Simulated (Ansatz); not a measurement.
# InP (F-43m) in Ansatz: a series of runs, part 2 of 2

Ansatz 0.2.0. Earlier steps stand in the parts before.

**3. Single point, PBE**

Input file input.yaml:

```yaml
crystal:
  lattice:
    - [0.0, 2.9305, 2.9305]
    - [2.9305, 0.0, 2.9305]
    - [2.9305, 2.9305, 0.0]
  atoms:
    - { symbol: In, position: [0.0, 0.0, 0.0] }
    - { symbol: P, position: [0.75, 0.75, 0.75] }
hamiltonian:
  xc: pbe
  pseudopotentials: { kind: paw }
kpoints:
  mp_grid: { grid: [8, 8, 8] }
scf:
  occupations: { method: gaussian, width: 0.012 }
output:
  forces: true
  stress: true
  eigenvalues: true
```

Potentials or basis: Ansatz PAW.

Command:

```sh
$ ansatz run input.yaml --threads 2 --pin off --max-ram 5632MiB --backend cpu --events-out ev --progress --plain --runs-dir out
```

What it wrote:

```text
Warning: RAYON_NUM_THREADS=2 ignored (pool sized by the plan → 2); use --threads N
Engine: ansatz 0.2.0, x86_64-unknown-linux-gnu
Pseudopotentials: kind: paw
Pseudopotential: In, paw, valence charge 13, recommended cutoff 420 eV (normal), In.paw.azcp
Pseudopotential: P, paw, valence charge 5, recommended cutoff 420 eV (normal), P.paw.azcp
Functional definition: PBE
  parameter kappa = 0.804
  parameter beta = 0.06672455060314922
  exchange = pbe_x(kappa = kappa, mu = beta*pi^2/3)
  correlation = pbe_c(beta = beta)
Crystal: 2 atoms, lattice volume = 50.333 Å³
Basis set: ecut = 420 eV, 941 PW (Γ), exchange–correlation on 60×60×60 points (8 copies of the dense FFT grid, shifted against one another)
Bands: 13, of which v1, the nominal top of the filled ones, is band 9 counted from 1 (8 counted from 0)
Symmetry: 24 space group operations
Space group: F-43m (ITA 216), of the structure as read, at distance tolerance 3.7e-5 Å
k-points: 29 of 512 (time reversal used)
Non-local potential: In, projectors of the file, l = 0: 2, l = 1: 2, l = 2: 2, l = 3: 2
Non-local potential: P, projectors of the file, l = 0: 2, l = 1: 2, l = 2: 2
PAW form: soft (Blöchl's): semilocal exchange-correlation on the pseudo side does not see the compensation charge
PAW one-centre angular grid: In, 590 points (default); XC on 64 Gauss nodes
PAW one-centre angular grid: P, 110 points (default); XC on 64 Gauss nodes
Initial density: superposition of atomic densities (neutral atoms: chi_scale 0, normalization atom), corrected by the library's trained network
Initial wavefunctions: pseudopotential atomic-orbital guess
Functional: x = pbe(κ = 0.804, μ = 0.2195149727645171), c = pbe(β = 0.06672455060314922)
SCF iter   1: F=—  HF=-6353.983265 eV  |F-HF|=—  |Δ(HF+E_count)|=         —  Δρ=1.96e-3  dr2=4.08e-3  ethr=1.77e-3  ⟨swp⟩=6.6  Hψ=2618  notcnv=0
preconditioner: auto → none  [insulator: Δε(μ)=0.702 eV  Ē_g=14.748 eV  σ=0.012 eV  W_gap=1.00  n_scr=14 (ndim 8)  ℏωp=22.2 eV  f_vac=0.021  D(μ)=0.00/eV (n_scr^D=0)  ε∞_Penn≈3.3]
SCF iter   2: F=—  HF=-6353.981167 eV  |F-HF|=—  |Δ(HF+E_count)|=   2.10e-3  Δρ=1.21e-3  dr2=7.30e-4  ethr=2.26e-5  ⟨swp⟩=3.0  Hψ=1089  notcnv=0
SCF iter   3: F=—  HF=-6353.980961 eV  |F-HF|=—  |Δ(HF+E_count)|=   2.06e-4  Δρ=3.63e-4  dr2=6.63e-5  ethr=4.06e-6  ⟨swp⟩=2.0  Hψ=751  notcnv=0
SCF iter   4: F=—  HF=-6353.981006 eV  |F-HF|=—  |Δ(HF+E_count)|=   4.52e-5  Δρ=1.20e-4  dr2=5.59e-6  ethr=3.68e-7  ⟨swp⟩=2.0  Hψ=700  notcnv=0
SCF iter   5: F=—  HF=-6353.981008 eV  |F-HF|=—  |Δ(HF+E_count)|=   1.73e-6  Δρ=6.48e-5  dr2=1.98e-6  ethr=3.10e-8  ⟨swp⟩=2.0  Hψ=642  notcnv=0
SCF iter   6: F=-6353.981007 eV  HF=-6353.981007 eV  |F-HF|=3.18e-8  |Δ(HF+E_count)|=   4.27e-7  Δρ=1.17e-5  dr2=6.09e-8  ethr=5.56e-10  ⟨swp⟩=5.0  Hψ=2123  notcnv=0
SCF 1 converged in 6 iterations: F = -6353.981007 eV  dr2 = 6.09e-8
SCF converged after 6 iterations
Free energy (F): -6353.981007 eV
Harris-Foulkes:  -6353.981007 eV  (|F-HF|=3.18e-8)
Internal energy: -6353.981007 eV  (E = F + TS)
E sigma→0 (E₀):  -6353.981007 eV
Fermi energy:    7.354280 eV
--- Per-component energies (eV) ---
  E_band       = -52.082746
  E_kinetic    = 313.783897
  E_local      = -1398.245026  (includes V_loc(G=0)·N_el)
  E_nonlocal   = 401.492559
  E_hartree    = 551.616190
  E_xc         = -276.703350
  E_vxc        = -160.008989  (∫ρ·V_xc dr)
  E_paw        = -4725.217020  (= ΣΔE_a)
  E_vpaw       = -312.345037  (= ΣTr[D̂ρ^β])
  E_aug_tail   = 0.000030  (compensation charges beyond the density's cutoff)
  E_ewald      = -1220.708286
  E_smearing   = -0.000000  (= −TS)
  E_closure    = -0.000000  (closes the sum)
  Σ components = -6353.981007   (vs F -6353.981007, Δ=0.00e0)
--- Forces (eV/Å), atoms counted from 1 ---
  atom   1  In    -0.00000000     0.00000000    -0.00000000
  atom   2  P      0.00000000    -0.00000000     0.00000000
  max |Σ_I F_I| component: 7.40e-17 eV/Å
--- Stress (GPa, compression-positive) ---
        3.335849       0.000000      -0.000000
        0.000000       3.335849       0.000000
       -0.000000       0.000000       3.335849
  P = ⅓ Tr σ = 3.3358 GPa (33.358 kbar)
--- Band table (eV; the first three rows and the last of 29) ---
  k-point 0: bands = ["-7.1903", "-7.1903", "-7.1903", "-7.0381", "-7.0381", "-4.5204", "6.9965", "6.9965", "6.9965", "7.7119", "11.0859", "11.0859", "11.0859"]
  k-point 1: bands = ["-7.2094", "-7.1829", "-7.1829", "-7.0380", "-7.0380", "-4.3418", "5.4593", "6.8105", "6.8105", "8.6538", "11.2396", "11.3627", "11.3627"]
  k-point 2: bands = ["-7.2528", "-7.1670", "-7.1670", "-7.0354", "-7.0354", "-3.8433", "3.5580", "6.4395", "6.4395", "8.7952", "11.7856", "11.7856", "12.3172"]
  k-point 28: bands = ["-7.3425", "-7.1302", "-7.0942", "-7.0586", "-7.0230", "-2.0633", "1.3993", "4.0455", "4.0868", "11.2877", "11.3771", "12.5667", "13.2013"]
```

It took 1.8 s on 2 threads of Intel Xeon at 2.70GHz, shared host; peak memory 0.35 GiB.

What came out:

```
Free energy            : -6353.9810 eV
Pressure               : 3.3 GPa
Band gap on the k mesh : 0.72 eV, direct
```

Levels at points of the mesh, in eV from the valence-band top:
| k point | band 6 | band 7 | band 8 | band 9 | band 10 | band 11 | band 12 | band 13 |
| --- | --- | --- | --- | --- | --- | --- | --- | --- |
| (0.00, 0.00, 0.00) | -11.52 | 0.00 | 0.00 | 0.00 | 0.72 | 4.09 | 4.09 | 4.09 |
| (0.00, 0.00, -0.50) | -9.79 | -5.73 | -0.97 | -0.97 | 1.50 | 4.81 | 4.81 | 7.11 |
| (0.00, -0.50, -0.50) | -9.14 | -5.75 | -2.32 | -2.32 | 1.77 | 2.27 | 9.21 | 9.59 |

Caveat: spin-orbit coupling is left out, which moves the levels of the heavy elements.

**4. Relaxation of cell and atoms, PBE0**

Input file input.yaml:

```yaml
crystal:
  lattice:
    - [0.0, 2.9305, 2.9305]
    - [2.9305, 0.0, 2.9305]
    - [2.9305, 2.9305, 0.0]
  atoms:
    - { symbol: In, position: [0.0, 0.0, 0.0] }
    - { symbol: P, position: [0.75, 0.75, 0.75] }
hamiltonian:
  xc: pbe0
  pseudopotentials: { kind: paw }
kpoints:
  mp_grid: { grid: [4, 4, 4] }
scf:
  occupations: { method: fermi_dirac, width: 0.05 }
output:
  forces: true
  stress: true
relax:
  f_tol: 0.01
  max_steps: 40
  cell: { stress_tol: 0.05 }
```

Command:

```sh
$ ansatz run input.yaml --threads 2 --pin off --max-ram 5632MiB --backend cpu --events-out ev --progress --plain --runs-dir out
```

Wall time 53 s (2 threads of Intel Xeon at 2.70GHz, shared host); peak memory 0.7 GiB.

The run converged. Its results:

```
Free energy                            : -6357.9018 eV
Relaxed volume                         : 25.69 Å³/atom
Relaxed cell                           : a = 4.173 Å, b = 4.173 Å, c = 4.173 Å, α = 60.00°, β = 60.00°, γ = 60.00°
Space group after relaxing (to 0.05 Å) : F-43m (No. 216)
Energy gained by relaxing              : 2.4 meV/atom
Ionic steps                            : 4
Pressure after relaxing                : 0.0 GPa
Band gap on the k mesh                 : 2.07 eV, direct
```

The path:
| step | energy change (eV) | largest force (eV/Å) | volume (Å³) |
| --- | --- | --- | --- |
| 1 | 0.0000 | 0.0000 | 50.33 |
| 2 | -0.0042 | 0.0000 | 51.62 |
| 3 | -0.0045 | 0.0000 | 51.37 |
| 4 | -0.0048 | 0.0000 | 51.37 |

Final structure:
```
In P
1.0
     0.00000    2.95053    2.95053
     2.95053    0.00000    2.95053
     2.95053    2.95053    0.00000
In P
1 1
Direct
  0.00000 0.00000 0.00000
  0.75000 0.75000 0.75000
```

Levels at points of the mesh, in eV from the valence-band top:
| k point | band 6 | band 7 | band 8 | band 9 | band 10 | band 11 |
| --- | --- | --- | --- | --- | --- | --- |
| (0.00, 0.00, 0.00) | -12.66 | 0.00 | 0.00 | 0.00 | 2.07 | 5.61 |
| (0.00, 0.00, -0.50) | -10.85 | -6.21 | -1.05 | -1.05 | 2.90 | 6.35 |
| (0.00, -0.50, -0.50) | -10.16 | -6.22 | -2.51 | -2.51 | 3.07 | 3.69 |

Caveat: the k mesh is coarse (spacing up to 0.46 Å⁻¹), so the values aren't converged, least of all with exact exchange; the plane-wave basis is chosen anew once the cell has moved, so the energies of steps on either side of that aren't comparable; spin-orbit coupling is left out, which moves the levels of the heavy elements; the PAW data sets come from PBE, with cores solved anew for the run's functional, which leaves a small shift of forces and pressure.

**5. Single point, PBE**

Input file input.yaml:

```yaml
crystal:
  lattice:
    - [0.0, 2.9305, 2.9305]
    - [2.9305, 0.0, 2.9305]
    - [2.9305, 2.9305, 0.0]
  atoms:
    - { symbol: In, position: [0.0, 0.0, 0.0] }
    - { symbol: P, position: [0.75, 0.75, 0.75] }
hamiltonian:
  xc: pbe
  pseudopotentials: { kind: paw }
kpoints:
  mp_grid: { grid: [8, 8, 8] }
scf:
  occupations: { method: gaussian, width: 0.013 }
output:
  forces: true
  stress: true
  eigenvalues: true
```

Command:

```sh
$ ansatz run input.yaml --threads 2 --pin off --max-ram 5632MiB --backend cpu --events-out ev --progress --plain --runs-dir out
```

Wall time 1.8 s (2 threads of Intel Xeon at 2.70GHz, shared host); peak memory 0.34 GiB.

Results (log left out):

```yaml
Free_energy: -6353.9810 eV
Pressure: 3.3 GPa
Band_gap_on_the_k_mesh: 0.72 eV, direct
```

Levels at points of the mesh, in eV from the valence-band top:
```
             k point  band 7  band 8  band 9  band 10  band 11  band 12
  (0.00, 0.00, 0.00)    0.00    0.00    0.00     0.72     4.09     4.09
 (0.00, 0.00, -0.50)   -5.73   -0.97   -0.97     1.50     4.81     4.81
(0.00, -0.50, -0.50)   -5.75   -2.32   -2.32     1.77     2.27     9.21
```

Caveat: spin-orbit coupling is left out, which moves the levels of the heavy elements.

**6. Overview**

```tsv
task	level	cell	k mesh	smearing	mesh quality	gap on the mesh (eV)	pressure (GPa)	relaxed volume (Å³/atom)
relaxation of cell and atoms	BLYP	relaxed	8 × 8 × 8	fermi-dirac 0.05 eV	not flagged	-	0.0	28.02
single point	PBE	as given	8 × 8 × 8	gaussian 0.012 eV	not flagged	0.72	3.3	-
relaxation of cell and atoms	PBE0	relaxed	4 × 4 × 4	fermi-dirac 0.05 eV	coarse	2.07	0.0	25.69
single point	PBE	as given	8 × 8 × 8	gaussian 0.013 eV	not flagged	0.72	3.3	-
```

Alike in all rows: potentials or basis Ansatz PAW; no spin polarisation; cutoff (eV) 420.

Caveats: some runs use coarse meshes; spin-orbit coupling is left out, which moves the levels of the heavy elements (some runs); the plane-wave basis is chosen anew once the cell has moved, so the energies of steps on either side of that aren't comparable (some runs); the PAW data sets come from PBE, with cores solved anew for the run's functional, which leaves a small shift of forces and pressure (some runs); the volume moved by +11 % from the deposited cell, more than functionals usually miss (some runs).

Absolute energies hang on the potentials; compare differences alone.

**7. How close it comes**

Step 3. Against the measured gap of InP, 1.4236 eV (direct; 1.6 K; a printed reference work, data compilation), the calculated 0.72 eV is off by -0.71 eV. Spin-orbit coupling on In is left out. The value is that of PBE, without temperature or zero-point motion. Semilocal functionals fall short of measured gaps as a rule.

Step 5. A measured gap of InP is 1.4236 eV (direct; 1.6 K; a printed reference work, data compilation); the calculated 0.72 eV misses it by -0.71 eV. Spin-orbit coupling on In is left out. The value is that of PBE, without temperature or zero-point motion. Semilocal functionals fall short of measured gaps as a rule.
